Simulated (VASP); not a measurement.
Crystal: PbSe (Clausthalite).

```
CELL_PARAMETERS angstrom
0.00000 3.06215 3.06215
3.06215 0.00000 3.06215
3.06215 3.06215 0.00000
ATOMIC_POSITIONS crystal
Pb 0.00000 0.00000 0.00000
Se 0.50000 0.50000 0.50000
```

| Quantity | Value |
| --- | --- |
| Program | VASP 6.6.1 |
| Task | relaxation of cell and atoms |
| Functional | PBE |
| Potentials or basis | VASP PAW PBE potentials, release 64 (Pb_d, Se) |
| Cutoff | 520 eV |
| k mesh | 8 × 8 × 8 |
| Occupations | gaussian, width 0.02 eV |
| Spin | no spin polarisation |

At the start: pressure 2.3 GPa; volume 28.71 Å³/atom.

Problem. How do energy, volume and symmetry change on relaxing?

Solution. Over 4 steps the energy falls by 9.2 meV/atom and the volume is 30.06 Å³/atom (+4.7 %); space group Fm-3m (No. 225, to 0.05 Å).

Step by step:
```csv
step,energy change (eV),largest force (eV/Å),pressure (GPa),volume (Å³)
1,0.0000,0.0000,2.32,57.43
2,-0.0166,0.0000,-0.66,60.95
3,-0.0184,0.0000,0.02,60.07
4,-0.0184,0.0000,-0.01,60.12
```

Final structure:
```
CELL_PARAMETERS angstrom
0.00000 3.10932 3.10932
3.10932 0.00000 3.10932
3.10932 3.10932 0.00000
ATOMIC_POSITIONS crystal
Pb 0.00000 0.00000 0.00000
Se 0.50000 0.50000 0.50000
```
